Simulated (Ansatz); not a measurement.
Crystal: LiH.

```
Li H
1.0
     0.00000    2.03675    2.03675
     2.03675    0.00000    2.03675
     2.03675    2.03675    0.00000
Li H
1 1
Direct
  0.00000 0.00000 0.00000
  0.50000 0.50000 0.50000
```

Base run:

- Program: Ansatz 0.2.0
- Functional: PBEsol
- Potentials or basis: Ansatz PAW
- Cutoff: 420 eV
- Density cutoff: 1680 eV
- k mesh: 10 × 10 × 10
- Occupations: fixed
- Spin: no spin polarisation

Its results: band gap on the k mesh 2.79 eV, direct; pressure -2.3 GPa.

After a change of settings the same cell gave: band gap on the k mesh 3.66 eV, direct; pressure -1.7 GPa. Which change was it?
A. k mesh from 10 × 10 × 10 to 6 × 6 × 6; occupations from fixed to fermi-dirac, width 0.05 eV; potential files from those of the base run to others of the same set
B. functional from PBEsol to LDA; level from pbesol to lda
C. k mesh from 10 × 10 × 10 to 11 × 11 × 11; occupations from fixed to fermi-dirac, width 0.05 eV; potential files from those of the base run to others of the same set
D. functional from PBEsol to r2SCAN; cutoff from 420 eV to 500 eV; density cutoff from 1680 eV to 2000 eV; level from pbesol to r2scan

D.

Caveats: the PAW data sets come from PBE, with cores solved anew for the run's functional, which leaves a small shift of forces and pressure.

Not every run made on this cell is shown here.
